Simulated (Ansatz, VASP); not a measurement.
**One calculation of BN (Qingsongite), two programs**

```
CELL_PARAMETERS angstrom
0.00000 1.80750 1.80750
1.80750 0.00000 1.80750
1.80750 1.80750 0.00000
ATOMIC_POSITIONS crystal
B 0.00000 0.00000 0.00000
N 0.25000 0.25000 0.25000
```

Alike in both runs: task relaxation of cell and atoms; functional RPBE; k mesh 10 × 10 × 10; occupations gaussian, width 0.01 eV; no spin polarisation.

|  | VASP | Ansatz |
| --- | --- | --- |
| version | VASP 6.6.1 | Ansatz 0.2.0 |
| potentials or method | VASP PAW PBE potentials, release 64 (B, N) | plane waves, PAW |
| plane-wave cutoff (eV) | 600 | 420 |
| valence electrons in the cell | 8 | 8 |

|  | VASP | Ansatz | Ansatz less VASP |
| --- | --- | --- | --- |
| relaxed volume (Å³/atom) | 6.05 | 6.05 | 0.000 |
| relaxed cell length with the largest relative difference (Å) | 2.577 | 2.577 | -0.0001 |
| energy change over the relaxation (meV/atom) | -4 | -4 | -0.1 |

Ansatz warned: «stress_scf_threshold_loose».

Caveats: the PAW data sets were made with another functional, which shifts forces and pressure a little (VASP). Zero-point motion and thermal expansion aren't in these numbers. RPBE and its kin give volumes clearly too large for solids.
